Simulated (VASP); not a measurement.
Ge:

```xyz
4
Lattice="3.9976 0.0000 0.0000 -1.9988 3.4620 0.0000 0.0000 0.0000 6.5994" Properties=species:S:1:pos:R:3 pbc="T T T"
Ge    1.9988    1.1540    0.4151
Ge    0.0000    2.3080    3.7148
Ge    1.9988    1.1540    2.8846
Ge    0.0000    2.3080    6.1843
```

This isn't the form of Ge at room conditions, which is diamond.

| Quantity | Value |
| --- | --- |
| Program | VASP 6.6.1 |
| Task | relaxation of cell and atoms |
| Functional | PBE |
| Potentials or basis | VASP PAW PBE potentials, release 64 (Ge) |
| Cutoff | 300 eV |
| k mesh | 6 × 6 × 3 |
| Occupations | gaussian, width 0.03 eV |
| Spin | no spin polarisation |

At the start: pressure 4.0 GPa; volume 22.83 Å³/atom.

Q: How do energy, volume and symmetry change on relaxing?

A: Over 7 steps the energy falls by 15.9 meV/atom and the volume is 24.19 Å³/atom (+5.9 %); space group P6_3/mmc (No. 194, to 0.05 Å).

The path:
```tsv
step	energy change (eV)	largest force (eV/Å)	pressure (GPa)	volume (Å³)
1	0.0000	0.0407	3.96	91.33
2	-0.0541	0.0583	-1.29	99.00
3	-0.0636	0.0334	0.02	96.73
4	-0.0636	0.0346	-0.05	96.84
5	-0.0637	0.0009	-0.06	96.87
6	-0.0637	0.0032	-0.06	96.86
7	-0.0637	0.0006	0.01	96.74
```

Final structure:
```
CELL_PARAMETERS angstrom
4.07909 0.00000 0.00000
-2.03955 3.53260 0.00000
0.00000 0.00000 6.71370
ATOMIC_POSITIONS crystal
Ge 0.66667 0.33333 0.06286
Ge 0.33333 0.66667 0.56286
Ge 0.66667 0.33333 0.43714
Ge 0.33333 0.66667 0.93714
```
